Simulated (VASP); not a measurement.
# C13O in VASP: single point with PBE

Aim: the single point of C13O with PBE.

Everything below comes from runs of VASP 6.6.1. Logs are shortened: lines on timing, memory, paths and dates and some standing lists are left out, and cuts for length are marked.

## 1. Starting point

The cell holds a slab with vacuum, 14 atoms: a = 4.261 Å, b = 4.261 Å, c = 21.350 Å, α = 90.00°, β = 90.00°, γ = 120.00°.

The cell was built by a generator and needn't be a form met in nature.

## 2. Single point, PBE

INCAR

```
SYSTEM = C13O
PREC = Accurate ; ENCUT = 520
EDIFF = 1E-7 ; ISMEAR = 0
SIGMA = 0.05 ; LREAL = .False.
LASPH = .True. ; NELM = 100
ALGO = Fast ; ISIF = 2
LWAVE = .False. ; LCHARG = .False.
LDIPOL = .True. ; IDIPOL = 3
DIPOL = 0.5 0.5 0.539 ; GGA = PE
NBANDS = 42
```

KPOINTS

```
Automatic mesh
0
Gamma
  6 6 1
  0 0 0
```

POSCAR

```
C13O
1.0
    3.6900000000      2.1304224933      0.0000000000
   -3.6900000000      2.1304224933      0.0000000000
    0.0000000000      0.0000000000     21.3500000000
C O
13 1
Direct
    0.0000000000      0.0000000000      0.5784543326
    0.3333333333      0.3333333333      0.5784543326
    0.0000000000      0.0000000000      0.4215456674
    0.3333333333      0.0000000000      0.4215456674
    0.3333333333      0.6666666667      0.5784543326
    0.6666666667      1.0000000000      0.5784543326
    0.3333333333      0.6666666667      0.4215456674
    0.6666666667      0.6666666667      0.4215456674
    0.6666666667      0.3333333333      0.5784543326
    1.0000000000      0.6666666667      0.5784543326
    0.6666666667      0.3333333333      0.4215456674
    1.0000000000      0.3333333333      0.4215456674
    0.2034300216      0.1126985670      0.7905445449
    0.3176981102     -0.0009290988      0.7548184646
```

Potentials or basis: VASP PAW PBE potentials, release 64 (C, O).

On the command line:

```console
$ cat potpaw_PBE.64/C/POTCAR potpaw_PBE.64/O/POTCAR > POTCAR
$ mpirun -np 1 vasp_std > vasp.out
```

OUTCAR:

```text
SYSTEM = C13O
   PREC = Accurate
   ENCUT = 520
   EDIFF = 1E-7
   ISMEAR = 0
   LREAL = .False.
   LASPH = .True.
   NELM = 100
   ISIF = 2
   GGA = PE

 ion  position               nearest neighbor table
   1  0.000  0.000  0.578-   2 1.42   6 1.42  10 1.42
   2  0.333  0.333  0.578-   1 1.42   5 1.42   9 1.42
   3  0.000  0.000  0.422-   8 1.42   4 1.42  12 1.42
   4  0.333  0.000  0.422-   3 1.42   7 1.42  11 1.42
   5  0.333  0.667  0.578-  10 1.42   6 1.42   2 1.42
   6  0.667  0.000  0.578-   1 1.42   9 1.42   5 1.42
   7  0.333  0.667  0.422-   4 1.42  12 1.42   8 1.42
   8  0.667  0.667  0.422-   3 1.42   7 1.42  11 1.42
   9  0.667  0.333  0.578-   6 1.42  10 1.42   2 1.42
  10  0.000  0.667  0.578-   1 1.42   5 1.42   9 1.42
  11  0.667  0.333  0.422-  12 1.42   4 1.42   8 1.42
  12  0.000  0.333  0.422-   3 1.42  11 1.42   7 1.42
  13  0.203  0.113  0.791-  14 1.14
  14  0.318  0.999  0.755-  13 1.14

  LATTYP: Found a hexagonal cell.
 ALAT       =     4.2608449866
 C/A-ratio  =     5.0107431899

  Lattice vectors:

 A1 = (   3.6900000000,   2.1304224933,   0.0000000000)
 A2 = (  -3.6900000000,   2.1304224933,   0.0000000000)
 A3 = (   0.0000000000,   0.0000000000,  21.3500000000)

Analysis of symmetry for initial positions (statically):
=====================================================================
 Subroutine PRICEL returns:
 Original cell was already a primitive cell.

 Routine SETGRP: Setting up the symmetry group for a
 hexagonal supercell.

 Subroutine GETGRP returns: Found  1 space group operations
 (whereof  1 operations were pure point group operations)
 out of a pool of 24 trial point group operations.

The static configuration has the point symmetry C_1 .

Analysis of symmetry for dynamics (positions and initial velocities):
=====================================================================
 Subroutine PRICEL returns:
 Original cell was already a primitive cell.

 Routine SETGRP: Setting up the symmetry group for a
 hexagonal supercell.

 Subroutine GETGRP returns: Found  1 space group operations
 (whereof  1 operations were pure point group operations)
 out of a pool of 24 trial point group operations.

The dynamic configuration has the point symmetry C_1 .

 Subroutine INISYM returns: Found  1 space group operations
 (whereof  1 operations are pure point group operations),
 and found     1 'primitive' translations

----------------------------------------------------------------------------------------

                                     Primitive cell

  volume of cell :     335.6758

  direct lattice vectors                    reciprocal lattice vectors
     3.690000000  2.130422493  0.000000000     0.135501355  0.234695231  0.000000000
    -3.690000000  2.130422493  0.000000000    -0.135501355  0.234695231  0.000000000
     0.000000000  0.000000000 21.350000000     0.000000000  0.000000000  0.046838407

  length of vectors
     4.260844987  4.260844987 21.350000000     0.271002710  0.271002710  0.046838407

  position of ions in fractional coordinates (direct lattice)
     0.000000000  0.000000000  0.578454333
     0.333333333  0.333333333  0.578454333
     0.000000000  0.000000000  0.421545667
     0.333333333  0.000000000  0.421545667
     0.333333333  0.666666667  0.578454333
     0.666666667  0.000000000  0.578454333
     0.333333333  0.666666667  0.421545667
     0.666666667  0.666666667  0.421545667
     0.666666667  0.333333333  0.578454333
     0.000000000  0.666666667  0.578454333
     0.666666667  0.333333333  0.421545667
     0.000000000  0.333333333  0.421545667
     0.203430022  0.112698567  0.790544545
     0.317698110  0.999070901  0.754818465

  ion indices of the primitive-cell ions
   primitive index   ion index
                 1           1
                 2           2
                 3           3
                 4           4
                 5           5
                 6           6
                 7           7
                 8           8
                 9           9
                10          10
                11          11
                12          12
                13          13
                14          14

----------------------------------------------------------------------------------------

 KPOINTS: Automatic mesh

Automatic generation of k-mesh.
 Grid dimensions read from file:
 generate k-points for:    6    6    1

 Generating k-lattice:

  Cartesian coordinates                     Fractional coordinates (reciprocal lattice)
     0.022583559  0.039115872  0.000000000     0.166666667  0.000000000  0.000000000
    -0.022583559  0.039115872  0.000000000     0.000000000  0.166666667  0.000000000
     0.000000000  0.000000000  0.046838407     0.000000000  0.000000000  1.000000000

  Length of vectors
     0.045167118  0.045167118  0.046838407

  Shift w.r.t. Gamma in fractional coordinates (k-lattice)
     0.000000000  0.000000000  0.000000000

 Subroutine IBZKPT returns following result:
 ===========================================

 Found     20 irreducible k-points:

 Following reciprocal coordinates:
            Coordinates               Weight
  0.000000  0.000000  0.000000      1.000000
  0.166667  0.000000  0.000000      2.000000
  0.000000  0.166667  0.000000      2.000000
 -0.166667  0.166667  0.000000      2.000000
  0.333333 -0.000000  0.000000      2.000000
 -0.000000  0.333333  0.000000      2.000000
[... 12 lines left out ...]
  0.500000 -0.166667  0.000000      2.000000
  0.333333  0.333333  0.000000      2.000000
   k-points           NKPTS =     20   k-points in BZ     NKDIM =     20   number of bands    NBANDS=     42
   number of dos      NEDOS =    301   number of ions     NIONS =     14
   total plane-waves  NPLWV = 163840
   dimension x,y,z NGX =    32 NGY =   32 NGZ =  160
   dimension x,y,z NGXF=    64 NGYF=   64 NGZF=  320
   ions per type =              13   1
   NGX,Y,Z   is equivalent  to a cutoff of  12.49, 12.49, 12.46 a.u.
   NGXF,Y,Z  is equivalent  to a cutoff of  24.97, 24.97, 24.92 a.u.
 SYSTEM =  C13O
   PREC   = accura    normal or accurate (medium, high low for compatibility)
   ISTART =      0    job   : 0-new  1-cont  2-samecut
   ICHARG =      2    charge: 1-file 2-atom 10-const
   ISPIN  =      1    spin polarized calculation?
   LNONCOLLINEAR =      F non collinear calculations
   LSORBIT =      F    spin-orbit coupling
   LASPH  =      T    aspherical Exc in radial PAW
   ENCUT  =  520.0 eV  38.22 Ry    6.18 a.u.   7.92  7.92 39.70*2*pi/ulx,y,z
   NELM   =    100;   NELMIN=  2; NELMDL= -5     # of ELM steps
   EDIFF  = 0.1E-06   stopping-criterion for ELM
   LREAL  =      F    real-space projection
   EDIFFG = 0.1E-05   stopping-criterion for IOM
   NSW    =      0    number of steps for IOM
   IBRION =     -1    ionic relax: 0-MD 1-quasi-New 2-CG
   NFREE  =      0    steps in history (QN), initial steepest desc. (CG)
   ISIF   =      2    stress and relaxation
   ISYM   =      2    0-nonsym 1-usesym 2-fastsym
   POTIM  = 0.5000    time-step for ionic-motion
   TEBEG  =    0.0;   TEEND  =   0.0 temperature during run
   PSTRESS=    0.0 pullay stress
   NELECT =      58.0000    total number of electrons
   NUPDOWN=      -1.0000    fix difference up-down
   EMIN   =  10.00;   EMAX   =-10.00  energy-range for DOS
   EFERMI =   0.00;   METHOD = LEGACY
   ISMEAR =     0;   SIGMA  =   0.05  broadening in eV -4-tet -1-fermi 0-gaus
   EFERMI_NEDOS =   21; number of points for ismear=-14 and -15
   IALGO  =     68    algorithm
   IMIX   =      4    mixing-type and parameters
     AMIX     =   0.40;   BMIX     =  1.00
     AMIX_MAG =   1.60;   BMIX_MAG =  1.00
  volume/ion in A,a.u.               =      23.98       161.80
  Fermi-wavevector in a.u.,A,eV,Ry     =   0.911824  1.723097 11.312187  0.831422
  Thomas-Fermi vector in A             =   2.036148
   LORBIT       =      0    0 simple, 1 ext, 2 COOP (PROOUT), +10 PAW based schemes
   GGA     = PE    functional components
   LHFCALC =     F    Hartree Fock is set to
   AEXX    =    0.0000 exact exchange contribution
   IVDW    =     0    specifies the selected vdW correction
   LEPSILON=     F    determine dielectric tensor
   LRPA    =     F    only Hartree local field effects (RPA)
 non-spin polarized calculation
 RMM-DIIS sequential band-by-band and
 Gauss-broadening in eV      SIGMA  =   0.05
  energy-cutoff  :      520.00
  volume of cell :      335.68
 maximum number of plane-waves:      9078
   NGX = 15   NGY = 15   NGZ = 79

 dipolmoment           0.000000      0.000000     -0.000601 electrons x Angstroem

 number of electron      58.0000004 magnetization

 dipolmoment           0.000000      0.000000      0.019119 electrons x Angstroem

 Free energy of the ion-electron system (eV)
  ---------------------------------------------------
  ext. energy  EPLUGINS =         0.00000000
  ---------------------------------------------------
  free energy    TOTEN  =      -125.38279552 eV

  energy without entropy =     -125.37966136  energy(sigma->0) =     -125.38122844

 E-fermi :  -0.9997     XC(G=0):  -4.6469

 val. band max:       -1.0002981358   @ k =   0.0000   0.0000   0.0000
 cond. band min:      -0.9996562056   @ k =   0.0000   0.0000   0.0000
 fundamental gap:      0.0006419301
 Fermi energy:        -0.9996728491

 k-point     1 :       0.0000    0.0000    0.0000
  band No.  band energies     occupation
      1     -26.1125      2.00000
      2     -20.6404      2.00000
      3     -20.4886      2.00000
      4     -13.6530      2.00000
      5     -13.6527      2.00000
      6     -13.6029      2.00000
[... 869 lines left out ...]
     40       6.7140      0.00000
     41       6.8395      0.00000
 [bands above 41 left out]

------------------------ aborting loop because EDIFF is reached ----------------------------------------

 vacuum level on the upper side and lower side of the slab       (xc-potential included)         0.068        -0.120

  FORCE on cell =-STRESS in cart. coord.  units (eV):
  Direction    XX          YY          ZZ          XY          YZ          ZX
  --------------------------------------------------------------------------------------
  -------------------------------------------------------------------------------------
  Total        3.1796134      2.6072429      1.3860345      0.0009677     -0.0006011     -0.5224726
  in kB       15.1762659     12.4443463      6.6155299      0.0046187     -0.0028689     -2.4937567
  external PRESSURE =      11.4120474 kB  Pullay stress =       0.0000000 kB

 VOLUME and BASIS-vectors are now :
 -----------------------------------------------------------------------------
  energy-cutoff  :      520.00
  volume of cell :      335.68
      direct lattice vectors                 reciprocal lattice vectors
     3.690000000  2.130422493  0.000000000     0.135501355  0.234695231  0.000000000
    -3.690000000  2.130422493  0.000000000    -0.135501355  0.234695231  0.000000000
     0.000000000  0.000000000 21.350000000     0.000000000  0.000000000  0.046838407

 POSITION                                       TOTAL-FORCE (eV/Angst)
 -----------------------------------------------------------------------------------
      0.00000      0.00000     12.35000        -0.000317     -0.000615      0.033555
      0.00000      1.42028     12.35000        -0.000737      0.000958      0.066691
      0.00000      0.00000      9.00000         0.000023      0.000022     -0.033788
      1.23000      0.71014      9.00000        -0.000036     -0.000057     -0.066749
     -1.23000      2.13042     12.35000        -0.000292      0.000174      0.033637
      2.46000      1.42028     12.35000        -0.000375     -0.000734      0.066689
     -1.23000      2.13042      9.00000        -0.000019      0.000027     -0.033765
      0.00000      2.84056      9.00000        -0.000025      0.000056     -0.066651
      1.23000      2.13042     12.35000         0.000611     -0.000033      0.034127
     -2.46000      1.42028     12.35000         0.001141      0.000210      0.066802
      1.23000      2.13042      9.00000         0.000004     -0.000011     -0.033777
     -1.23000      0.71014      9.00000         0.000064     -0.000013     -0.066650
      0.33480      0.67349     16.87813        -0.694711     -0.001081      0.629651
     -2.51427      2.80527     16.11537         0.694669      0.001097     -0.629774
 -----------------------------------------------------------------------------------
    total drift:                               -0.000017     -0.000048      0.000075

  FREE ENERGIE OF THE ION-ELECTRON SYSTEM (eV)
  ---------------------------------------------------
  free  energy   TOTEN  =      -125.3827955162 eV

  energy  without entropy=     -125.3796613607  energy(sigma->0) =     -125.38122844

 vacuum level on the upper side and lower side of the slab         3.412         3.243
```

Wall time 4.1 min (1 thread of Intel Xeon 6975P-C (Granite Rapids), shared host); peak memory 0.51 GiB.

Results:

```
Free energy            : -125.3828 eV
Largest force          : 0.938 eV/Å
Band gap on the k mesh : none (metal or under the smearing width)
```

Forces on the atoms (eV/Å):
```
C    0.000 -0.001  0.034
C   -0.001  0.001  0.067
C    0.000  0.000 -0.034
C    0.000  0.000 -0.067
C    0.000  0.000  0.034
C    0.000 -0.001  0.067
C    0.000  0.000 -0.034
C    0.000  0.000 -0.067
C    0.001  0.000  0.034
C    0.001  0.000  0.067
C    0.000  0.000 -0.034
C    0.000  0.000 -0.067
C   -0.695 -0.001  0.630
O    0.695  0.001 -0.630
```

Levels at points of the mesh, in eV from the Fermi level:
```tsv
k point	band 26	band 27	band 28	band 29	band 30	band 31	band 32	band 33
(0.00, 0.00, 0.00)	-0.33	-0.33	0.00	0.00	0.00	0.00	0.35	0.35
(0.50, 0.00, 0.00)	-4.90	-4.71	-2.57	-2.21	1.54	1.82	1.90	2.34
(0.00, 0.50, 0.00)	-4.90	-4.71	-2.57	-2.21	1.54	1.82	1.91	2.34
(0.50, 0.50, 0.00)	-4.90	-4.66	-2.57	-2.21	1.54	1.90	2.29	2.63
```

Caveat: the standard files for N, O and F lose accuracy on very short bonds.
